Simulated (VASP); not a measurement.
# AlN (P6_3mc) in VASP: a series of runs, part 3 of 3

VASP 6.6.1.

### Step 4. Single point, HSE06

POSCAR

```
AlN
1.0
    3.1130000000      0.0000000000      0.0000000000
   -1.5565000000      2.6959370820      0.0000000000
    0.0000000000      0.0000000000      4.9810000000
Al N
2 2
Direct
    0.3333333333      0.6666666667      0.0000000000
    0.6666666667      0.3333333333      0.5000000000
    0.3333333333      0.6666666667      0.3800000000
    0.6666666667      0.3333333333      0.8800000000
```

INCAR.step1

```
PREC = Accurate
ENCUT = 520
EDIFF = 1E-5
ISMEAR = -1
SIGMA = 0.02
LREAL = F
LASPH = T
NELM = 80
ALGO = Normal
ISIF = 2
LWAVE = T
LCHARG = F
NBANDS = 16
GGA = PE
KPAR = 4
```

INCAR.step2

```
PREC = Accurate
ENCUT = 520
EDIFF = 1E-7
ISMEAR = -1
SIGMA = 0.02
LREAL = F
LASPH = T
NELM = 80
ALGO = Normal
ISIF = 2
LWAVE = F
LCHARG = F
GGA = PE
LHFCALC = T
HFSCREEN = 0.2
PRECFOCK = Fast
NBANDS = 16
ISTART = 1
KPAR = 4
```

KPOINTS

```
regular mesh
0
Gamma
  6 6 4
```

Potentials or basis: VASP PAW PBE potentials, release 64 (Al, N).

The run is started by

```sh
cat potpaw_PBE.64/Al/POTCAR potpaw_PBE.64/N/POTCAR > POTCAR
cp INCAR.step1 INCAR
mpirun -np 4 vasp_std > vasp.out
cp INCAR.step2 INCAR
mpirun -np 4 vasp_std > vasp.out
```

OUTCAR:

```text
PREC = Accurate
   ENCUT = 520
   EDIFF = 1E-7
   ISMEAR = -1
   LREAL = F
   LASPH = T
   NELM = 80
   ISIF = 2
   GGA = PE
   LHFCALC = T
   HFSCREEN = 0.2
   PRECFOCK = Fast
   ISTART = 1

 ion  position               nearest neighbor table
   1  0.333  0.667  0.000-   3 1.89   4 1.89   4 1.89   4 1.89   2 3.07   2 3.07   2 3.07   2 3.07
                             2 3.07   2 3.07
   2  0.667  0.333  0.500-   4 1.89   3 1.89   3 1.89   3 1.89   1 3.07   1 3.07   1 3.07   1 3.07
                             1 3.07   1 3.07
   3  0.333  0.667  0.380-   1 1.89   2 1.89   2 1.89   2 1.89
   4  0.667  0.333  0.880-   2 1.89   1 1.89   1 1.89   1 1.89

  LATTYP: Found a hexagonal cell.
 ALAT       =     3.1130000000
 C/A-ratio  =     1.6000642467

  Lattice vectors:

 A1 = (   3.1130000000,   0.0000000000,   0.0000000000)
 A2 = (  -1.5565000000,   2.6959370820,   0.0000000000)
 A3 = (   0.0000000000,   0.0000000000,   4.9810000000)

Analysis of symmetry for initial positions (statically):
=====================================================================
 Subroutine PRICEL returns:
 Original cell was already a primitive cell.

 Routine SETGRP: Setting up the symmetry group for a
 hexagonal supercell.

 Subroutine GETGRP returns: Found 12 space group operations
 (whereof  6 operations were pure point group operations)
 out of a pool of 24 trial point group operations.

The static configuration has the point symmetry C_3v.
 The point group associated with its full space group is C_6v.

Analysis of symmetry for dynamics (positions and initial velocities):
=====================================================================
 Subroutine PRICEL returns:
 Original cell was already a primitive cell.

 Routine SETGRP: Setting up the symmetry group for a
 hexagonal supercell.

 Subroutine GETGRP returns: Found 12 space group operations
 (whereof  6 operations were pure point group operations)
 out of a pool of 24 trial point group operations.

The dynamic configuration has the point symmetry C_3v.
 The point group associated with its full space group is C_6v.

 Subroutine INISYM returns: Found 12 space group operations
 (whereof  6 operations are pure point group operations),
 and found     1 'primitive' translations

----------------------------------------------------------------------------------------

                                     Primitive cell

  volume of cell :      41.8028

  direct lattice vectors                    reciprocal lattice vectors
     3.113000000  0.000000000  0.000000000     0.321233537  0.185464269  0.000000000
    -1.556500000  2.695937082  0.000000000     0.000000000  0.370928538  0.000000000
     0.000000000  0.000000000  4.981000000     0.000000000  0.000000000  0.200762899

  length of vectors
     3.113000000  3.113000000  4.981000000     0.370928538  0.370928538  0.200762899

  position of ions in fractional coordinates (direct lattice)
     0.333333333  0.666666667  0.000000000
     0.666666667  0.333333333  0.500000000
     0.333333333  0.666666667  0.380000000
     0.666666667  0.333333333  0.880000000

  ion indices of the primitive-cell ions
   primitive index   ion index
[... 54 lines left out ...]
   k-points           NKPTS =     21   k-points in BZ     NKDIM =    144   number of bands    NBANDS=     16
   number of dos      NEDOS =    301   number of ions     NIONS =      4
   total plane-waves  NPLWV =  23040
   dimension x,y,z NGX =    24 NGY =   24 NGZ =   40
   dimension x,y,z NGXF=    48 NGYF=   48 NGZF=   80
   ions per type =               2   2
   NGX,Y,Z   is equivalent  to a cutoff of  12.82, 12.82, 13.35 a.u.
   NGXF,Y,Z  is equivalent  to a cutoff of  25.63, 25.63, 26.70 a.u.
 SYSTEM =  unknown system
   PREC   = accura    normal or accurate (medium, high low for compatibility)
   ISTART =      1    job   : 0-new  1-cont  2-samecut
   ICHARG =      0    charge: 1-file 2-atom 10-const
   ISPIN  =      1    spin polarized calculation?
   LNONCOLLINEAR =      F non collinear calculations
   LSORBIT =      F    spin-orbit coupling
   LASPH  =      T    aspherical Exc in radial PAW
   ENCUT  =  520.0 eV  38.22 Ry    6.18 a.u.   5.79  5.79  9.26*2*pi/ulx,y,z
   NELM   =     80;   NELMIN=  2; NELMDL=  0     # of ELM steps
   EDIFF  = 0.1E-06   stopping-criterion for ELM
   LREAL  =      F    real-space projection
   EDIFFG = 0.1E-05   stopping-criterion for IOM
   NSW    =      0    number of steps for IOM
   IBRION =     -1    ionic relax: 0-MD 1-quasi-New 2-CG
   NFREE  =      0    steps in history (QN), initial steepest desc. (CG)
   ISIF   =      2    stress and relaxation
   ISYM   =      3    0-nonsym 1-usesym 2-fastsym
   POTIM  = 0.5000    time-step for ionic-motion
   TEBEG  =    0.0;   TEEND  =   0.0 temperature during run
   PSTRESS=    0.0 pullay stress
   NELECT =      16.0000    total number of electrons
   NUPDOWN=      -1.0000    fix difference up-down
   EMIN   =  10.00;   EMAX   =-10.00  energy-range for DOS
   EFERMI =   0.00;   METHOD = LEGACY
   ISMEAR =    -1;   SIGMA  =   0.02  broadening in eV -4-tet -1-fermi 0-gaus
   EFERMI_NEDOS =   21; number of points for ismear=-14 and -15
   IALGO  =     38    algorithm
   IMIX   =      1    mixing-type and parameters
     AMIX     =   0.40;   BMIX     =  1.00
     AMIX_MAG =   1.60;   BMIX_MAG =  1.00
  volume/ion in A,a.u.               =      10.45        70.52
  Fermi-wavevector in a.u.,A,eV,Ry     =   1.188629  2.246183 19.222843  1.412839
  Thomas-Fermi vector in A             =   2.324754
   LORBIT       =      0    0 simple, 1 ext, 2 COOP (PROOUT), +10 PAW based schemes
   GGA     = PE    functional components
   LHFCALC =     T    Hartree Fock is set to
   PRECFOCK=fast      Normal, Fast or Accurate (Low or Medium for compatibility)
   ENCUT4O =  -1.0   cutoff for four orbital integrals eV
   NKREDX  =     1    reduce k-point grid by
   NKREDY  =     1    reduce k-point grid by
   NKREDZ  =     1    reduce k-point grid by
   AEXX    =    0.2500 exact exchange contribution
   HFSCREEN=    0.2000 screening length (either q_TF or 0.3 A-1)
   HFSCREENC=   0.2000 screening length for correlation (either q_TF or 0.3 A-1)
   ENCUTFOCK=  -1.0 apply spherical cutoff to Coloumb kernel
   IVDW    =     0    specifies the selected vdW correction
   LEPSILON=     F    determine dielectric tensor
   LRPA    =     F    only Hartree local field effects (RPA)
 non-spin polarized calculation
  energy-cutoff  :      520.00
  volume of cell :       41.80
 maximum number of plane-waves:      1152
 NGX is ok and might be reduce to    24
  NGX = 14; NGY = 14; NGZ = 24

 number of electron      15.9999997 magnetization

 Free energy of the ion-electron system (eV)
  ---------------------------------------------------
  ext. energy  EPLUGINS =         0.00000000
  ---------------------------------------------------
  free energy    TOTEN  =       -34.95812197 eV

  energy without entropy =      -34.95812197  energy(sigma->0) =      -34.95812197

 E-fermi :   5.5761     XC(G=0):  -8.9797

 val. band max:        5.1970514854   @ k =   0.0000   0.0000   0.0000
 cond. band min:      10.7915687707   @ k =   0.0000   0.0000   0.0000
 fundamental gap:      5.5945172852
 Fermi energy:         5.5761253675

 k-point     1 :       0.0000    0.0000    0.0000
  band No.  band energies     occupation
      1     -11.4771      2.00000
      2      -9.1865      2.00000
      3      -1.2904      2.00000
      4       4.2766      2.00000
      5       4.2766      2.00000
      6       5.0036      2.00000
[... 376 lines left out ...]
      3      -0.0352      2.00000
      4      -0.0352      2.00000
      5       1.0609      2.00000
      6       1.0609      2.00000
[... 8 lines left out ...]
     15      20.7774      0.00000
     16      20.7774      0.00000

------------------------ aborting loop because EDIFF is reached ----------------------------------------

  FORCE on cell =-STRESS in cart. coord.  units (eV):
  Direction    XX          YY          ZZ          XY          YZ          ZX
  --------------------------------------------------------------------------------------
  -------------------------------------------------------------------------------------
  Total       -0.5945414     -0.5945414     -0.1727208      0.0000000      0.0000000      0.0000000
  in kB      -22.7870076    -22.7870076     -6.6198754      0.0000000      0.0000000      0.0000000
  external PRESSURE =     -17.3979636 kB  Pullay stress =       0.0000000 kB

 VOLUME and BASIS-vectors are now :
 -----------------------------------------------------------------------------
  energy-cutoff  :      520.00
  volume of cell :       41.80
      direct lattice vectors                 reciprocal lattice vectors
     3.113000000  0.000000000  0.000000000     0.321233537  0.185464269  0.000000000
    -1.556500000  2.695937082  0.000000000     0.000000000  0.370928538  0.000000000
     0.000000000  0.000000000  4.981000000     0.000000000  0.000000000  0.200762899

 POSITION                                       TOTAL-FORCE (eV/Angst)
 -----------------------------------------------------------------------------------
     -0.00000      1.79729      0.00000        -0.000000     -0.000000     -0.128042
      1.55650      0.89865      2.49050         0.000000      0.000000     -0.128042
     -0.00000      1.79729      1.89278         0.000000      0.000000      0.128042
      1.55650      0.89865      4.38328         0.000000     -0.000000      0.128042
 -----------------------------------------------------------------------------------
    total drift:                               -0.000000     -0.000000      0.000176

  FREE ENERGIE OF THE ION-ELECTRON SYSTEM (eV)
  ---------------------------------------------------
  free  energy   TOTEN  =       -34.9581219709 eV

  energy  without entropy=      -34.9581219709  energy(sigma->0) =      -34.95812197
```

Run time: 4.4 min. Hardware: 4 MPI ranks of Intel Xeon Platinum 8259CL at 2.50GHz (Skylake/Cascade Lake), shared host; peak memory 0.26 GiB.

Results:

| Item | Value |
| --- | --- |
| Free energy | -34.9581 eV |
| Pressure | -1.7 GPa |
| Largest force | 0.128 eV/Å |
| Band gap on the k mesh | 5.59 eV, direct |

Forces in eV/Å, atoms in the order of the input:
```
Al   0.000  0.000 -0.128
Al   0.000  0.000 -0.128
N    0.000  0.000  0.128
N    0.000  0.000  0.128
```

Levels at points of the mesh, in eV from the valence-band top:
| k point | band 6 | band 7 | band 8 | band 9 | band 10 | band 11 |
| --- | --- | --- | --- | --- | --- | --- |
| (0.00, 0.00, 0.00) | -0.19 | -0.19 | 0.00 | 5.59 | 8.15 | 12.49 |
| (0.50, 0.00, 0.00) | -2.27 | -1.89 | -0.73 | 7.20 | 7.21 | 9.76 |
| (0.00, 0.00, 0.50) | -0.57 | -0.57 | -0.57 | 7.97 | 7.97 | 12.04 |
| (0.50, 0.00, 0.50) | -1.58 | -1.47 | -1.47 | 6.69 | 6.69 | 10.84 |

Caveat: the PAW data sets were made with another functional, which shifts forces and pressure a little.

### Step 5. Summary

```csv
level,k mesh,grid for exact exchange (PRECFOCK),screening parameter,gap on the mesh (eV),pressure (GPa),largest force (eV/Å)
PBE,8 × 8 × 5,-,-,4.22,3.5,0.13
r2SCAN,8 × 8 × 5,-,-,4.90,-1.3,0.13
HSE06,6 × 6 × 4,Fast,0.2 1/A,5.59,-1.7,0.13
```

Alike in all rows: task single point; potentials or basis VASP PAW PBE potentials, release 64 (Al, N); no spin polarisation; cell as given; cutoff (eV) 520; smearing fermi-dirac 0.02 eV.

On the cell as given the gap runs from 4.22 eV (PBE) to 5.59 eV (HSE06); the meshes differ, which moves gaps too. The pressure there spans -1.7 GPa (HSE06) to 3.5 GPa (PBE); a positive pressure means that this level wants a larger cell, a negative one a smaller.

Caveats: the PAW data sets were made with another functional, which shifts forces and pressure a little (some runs).

Total energies depend on the potentials used, so only differences within one code and one set of settings carry meaning.

### Step 6. How close it comes

Step 2. Against the measured gap of AlN, 6.034 eV (an exciton energy, a little under the gap; 10 K; quoted in “Self-assembly of well-separated AlN nanowires directly on sputtered metallic TiN films”, 2019, arxiv:1910.07391), the calculated 4.22 eV is off by -1.81 eV. 2 values of this kind are on record (6.034 to 6.0343 eV); this one was drawn at random. The value is that of PBE, without temperature or zero-point motion. Semilocal functionals fall short of measured gaps as a rule.

Step 3. Against the measured gap of AlN, 6.034 eV (an exciton energy, a little under the gap; 10 K; quoted in “Self-assembly of well-separated AlN nanowires directly on sputtered metallic TiN films”, 2019, arxiv:1910.07391), the calculated 4.90 eV is off by -1.13 eV. 2 values of this kind are on record (6.034 to 6.0343 eV); this one was drawn at random. The value is that of r2SCAN, without temperature or zero-point motion.

Step 4. A measured gap of AlN is 6.0343 eV (an exciton energy, a little under the gap; 0 K; quoted in “Structural and optical properties of self-assembled AlN nanowires grown on SiO2/Si substrates by molecular beam epitaxy”, 2024, arxiv:2402.00216); the calculated 5.59 eV misses it by -0.44 eV. 2 values of this kind are on record (6.034 to 6.0343 eV); this one was drawn at random. The value is that of HSE06, without temperature or zero-point motion.
